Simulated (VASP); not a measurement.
# BaS (Fm-3m) in VASP: a series of runs, part 3 of 3

VASP 6.6.1.

## (5) Relaxation of cell and atoms, PBEsol, target pressure 10 GPa, at which the enthalpy is minimised

This run uses another cell than the first one, of 32.58 Å³/atom.

INCAR

```
PREC     = Accurate       # precision mode
ENCUT    = 600            # plane-wave cutoff, eV
EDIFF    = 1E-6           # SCF threshold, eV
ISMEAR   = -1             # smearing method
SIGMA    = 0.05           # smearing width, eV
LREAL    = False          # projectors in reciprocal space
LASPH    = True           # aspherical terms in the spheres
NELM     = 80             # most SCF steps
ALGO     = Normal         # electronic algorithm
ISIF     = 3              # what is computed and relaxed
LWAVE    = False          # write WAVECAR
LCHARG   = False          # write CHGCAR
GGA      = PS             # functional
IBRION   = 2              # ionic algorithm
NSW      = 80             # ionic steps
EDIFFG   = -0.01          # ionic threshold
PSTRESS  = 100.0
```

KPOINTS

```
Automatic mesh
0
Gamma
  7 7 7
```

POSCAR

```
BaS
1.0
    0.0000000000      3.1937500000      3.1937500000
    3.1937500000      0.0000000000      3.1937500000
    3.1937500000      3.1937500000      0.0000000000
Ba S
1 1
Direct
    0.0000000000      0.0000000000      0.0000000000
    0.5000000000      0.5000000000      0.5000000000
```

Command:

```bash
$ cat potpaw_PBE.64/Ba_sv/POTCAR potpaw_PBE.64/S/POTCAR > POTCAR
$ mpirun -np 1 vasp_std > vasp.out
```

Wall time 87 s (1 thread of Intel Xeon Platinum 8259CL at 2.50GHz (Skylake/Cascade Lake), shared host); peak memory 0.22 GiB.

Results (log left out):

```
Free energy                                                : -10.4709 eV
Relaxed volume                                             : 27.61 Å³/atom
Relaxed cell                                               : a = 4.275 Å, b = 4.275 Å, c = 4.275 Å, α = 60.00°, β = 60.00°, γ = 60.00°
Space group after relaxing (to 0.1 Å)                      : Fm-3m (No. 225)
Energy change on relaxing (the run minimises the enthalpy) : +123.7 meV/atom
Ionic steps                                                : 7
Pressure after relaxing                                    : 10.0 GPa
Band gap on the k mesh                                     : 1.67 eV (least direct gap 1.70 eV)
```

Step by step:
| step | energy change (eV) | largest force (eV/Å) | pressure (GPa) | volume (Å³) |
| --- | --- | --- | --- | --- |
| 1 | 0.0000 | 0.0000 | -0.52 | 65.15 |
| 2 | 1.1979 | 0.0000 | 29.39 | 46.99 |
| 3 | 0.2305 | 0.0000 | 9.57 | 55.50 |
| 4 | 0.2445 | 0.0000 | 9.93 | 55.27 |
| 5 | 0.2563 | 0.0000 | 10.22 | 55.09 |
| 6 | 0.2389 | 0.0000 | 9.78 | 55.36 |
| 7 | 0.2474 | 0.0000 | 10.00 | 55.23 |

Final structure:
```xyz
2
Lattice="0.0000 3.0226 3.0226 3.0226 0.0000 3.0226 3.0226 3.0226 0.0000" Properties=species:S:1:pos:R:3 pbc="T T T"
Ba    0.0000    0.0000    0.0000
S     3.0226    3.0226    3.0226
```

Levels at points of the mesh, in eV from the valence-band top:
| k point | band 4 | band 5 | band 6 | band 7 | band 8 | band 9 | band 10 | band 11 | band 12 |
| --- | --- | --- | --- | --- | --- | --- | --- | --- | --- |
| (0.00, 0.00, 0.00) | -10.60 | -10.60 | 0.00 | 0.00 | 0.00 | 3.72 | 3.72 | 3.72 | 4.27 |

Caveat: the cell is relaxed towards a set pressure, so the run minimises the enthalpy, not the energy; the volume moved by over 15 % at a fixed basis, so the end points are rough; the PAW data sets were made with another functional, which shifts forces and pressure a little; spin-orbit coupling is left out, which moves the levels of the heavy elements; an odd mesh through Γ misses points on the zone boundary, where band edges can lie.

## (6) Relaxation of cell and atoms, PBEsol, target pressure 20 GPa, at which the enthalpy is minimised

This run uses another cell than the first one, of 32.58 Å³/atom.

INCAR

```
  ALGO = Normal
  EDIFF = 1E-6
  EDIFFG = -0.01
  ENCUT = 600
  GGA = PS
  IBRION = 2
  ISIF = 3
  ISMEAR = -1
  LASPH = T
  LCHARG = F
  LREAL = F
  LWAVE = F
  NELM = 60
  NSW = 80
  PREC = Accurate
  PSTRESS = 200.0
  SIGMA = 0.05
```

KPOINTS

```
k-points
0
Gamma
  7 7 7
```

POSCAR is that of step 5.

Potentials or basis: VASP PAW PBE potentials, release 64 (Ba_sv, S).

Command:

```bash
$ cat potpaw_PBE.64/Ba_sv/POTCAR potpaw_PBE.64/S/POTCAR > POTCAR
$ mpirun -np 1 vasp_std > vasp.out
```

Wall time 76 s (1 thread of Intel Xeon Platinum 8259CL at 2.50GHz (Skylake/Cascade Lake), shared host); peak memory 0.22 GiB.

Results (log left out):

| Quantity | Value |
| --- | --- |
| Free energy | -10.0133 eV |
| Relaxed volume | 25.11 Å³/atom |
| Relaxed cell | a = 4.141 Å, b = 4.141 Å, c = 4.141 Å, α = 60.00°, β = 60.00°, γ = 60.00° |
| Space group after relaxing (to 0.1 Å) | Fm-3m (No. 225) |
| Energy change on relaxing (the run minimises the enthalpy) | +352.4 meV/atom |
| Ionic steps | 5 |
| Pressure after relaxing | 20.0 GPa |
| Band gap on the k mesh | 1.29 eV |

Step by step:
| step | energy change (eV) | largest force (eV/Å) | pressure (GPa) | volume (Å³) |
| --- | --- | --- | --- | --- |
| 1 | 0.0000 | 0.0000 | -0.52 | 65.15 |
| 2 | 6.6682 | 0.0000 | 111.82 | 33.20 |
| 3 | 0.4734 | 0.0000 | 15.24 | 52.33 |
| 4 | 0.6488 | 0.0000 | 18.90 | 50.68 |
| 5 | 0.7049 | 0.0000 | 20.02 | 50.22 |

Final structure:
```yaml
crystal:
  lattice:
    - [0.00000, 2.92826, 2.92826]
    - [2.92826, 0.00000, 2.92826]
    - [2.92826, 2.92826, 0.00000]
  atoms:
    - { symbol: Ba, position: [0.00000, 0.00000, 0.00000] }
    - { symbol: S, position: [0.50000, 0.50000, 0.50000] }
```

Levels at points of the mesh, in eV from the valence-band top:
| k point | band 4 | band 5 | band 6 | band 7 | band 8 | band 9 | band 10 | band 11 | band 12 |
| --- | --- | --- | --- | --- | --- | --- | --- | --- | --- |
| (0.00, 0.00, 0.00) | -10.45 | -10.45 | -0.08 | -0.08 | -0.08 | 3.53 | 3.53 | 3.53 | 4.80 |

Caveat: the cell is relaxed towards a set pressure, so the run minimises the enthalpy, not the energy; the volume moved by over 15 % at a fixed basis, so the end points are rough; the PAW data sets were made with another functional, which shifts forces and pressure a little; spin-orbit coupling is left out, which moves the levels of the heavy elements; an odd mesh through Γ misses points on the zone boundary, where band edges can lie.

## (7) Overview

```tsv
task	cell	cutoff (eV)	gap on the mesh (eV)	pressure (GPa)
single point	a = 4.478 Å, angles 60.0°, 2 atoms	520	2.00	0.7
relaxation of cell and atoms	relaxed from a = 4.517 Å, angles 60.0°, 2 atoms	600	2.02	0.0
relaxation of cell and atoms	relaxed to 5 GPa from a = 4.517 Å, angles 60.0°, 2 atoms	600	1.84	5.0
relaxation of cell and atoms	relaxed to 10 GPa from a = 4.517 Å, angles 60.0°, 2 atoms	600	1.67	10.0
relaxation of cell and atoms	relaxed to 20 GPa from a = 4.517 Å, angles 60.0°, 2 atoms	600	1.29	20.0
```

Alike in all rows: level PBEsol; potentials or basis VASP PAW PBE potentials, release 64 (Ba_sv, S); no spin polarisation; k mesh 7 × 7 × 7; smearing fermi-dirac 0.05 eV.

Caveats: the PAW data sets were made with another functional, which shifts forces and pressure a little; spin-orbit coupling is left out, which moves the levels of the heavy elements; an odd mesh through Γ misses points on the zone boundary, where band edges can lie; the cell is relaxed towards a set pressure, so the run minimises the enthalpy, not the energy (at least some runs); the volume moved by over 15 % at a fixed basis, so the end points are rough (at least some runs).

Absolute energies hang on the potentials; compare differences alone.

## (8) How close it comes

Step 2. Against the measured gap of BaS, 3.806 eV (indirect; 2 K; a printed reference work, monograph, original work of 1988), the calculated 2.00 eV is off by -1.81 eV. Spin-orbit coupling on Ba is left out. The value is that of PBEsol on a finite k mesh, which can miss the band edges, without temperature or zero-point motion. Semilocal functionals fall short of measured gaps as a rule.
